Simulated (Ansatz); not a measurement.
## PbO₂ — O-17 nuclear quadrupole resonance

Cell: an entry of the Crystallography Open Database (COD), its atoms then relaxed with PBE in this cell.

Space group Pbcn (No. 60); a = 4.9470, b = 5.9510, c = 5.4970 Å.

| site | Wyckoff | site symmetry | x | y | z |
| --- | --- | --- | --- | --- | --- |
| Pb | 4c | .2. | 0.0000 | 0.1809 | 0.2500 |
| O | 8d | 1 | 0.2607 | 0.4110 | 0.4327 |

One atom of each set is listed.

Computed with Ansatz: DFT, r2SCAN, plane waves and PAW (field gradients read without the response of the frozen cores, which leaves them typically 4 to 6 % off), scalar-relativistic, 500 eV cutoff, Γ-centred 7×6×6 k-points, Fermi–Dirac smearing 0.05 eV.

O-17: I = 5/2, Q = -25.58 mb (year-2017 value). Static lattice, zero field.

Task: Predict the zero-field O-17 lines of each site.

Result: For I = 5/2 and η = 0 the lines are 3|C_Q|/20 and twice that; η pulls their ratio below 2.

| site | atoms | V_zz (10²¹ V/m²) | C_Q (MHz) | η | line frequencies (MHz) |
| --- | --- | --- | --- | --- | --- |
| O | 8 | -11.71 | 7.24 | 0.46 | 1.31, 2.09 |

At O V_zz stands upright on the plane through its three neighbours (within 4°).

With no gap above 0.1 eV, as in a metal, the gradients converge slowly in k; expect changes of a tenth or more on a denser mesh. Without spin–orbit coupling the gradients at and beside Pb can be off by some per cent, at some sites by more. Semilocal functionals make gaps too small and can close them, so the real compound need not be a metal.
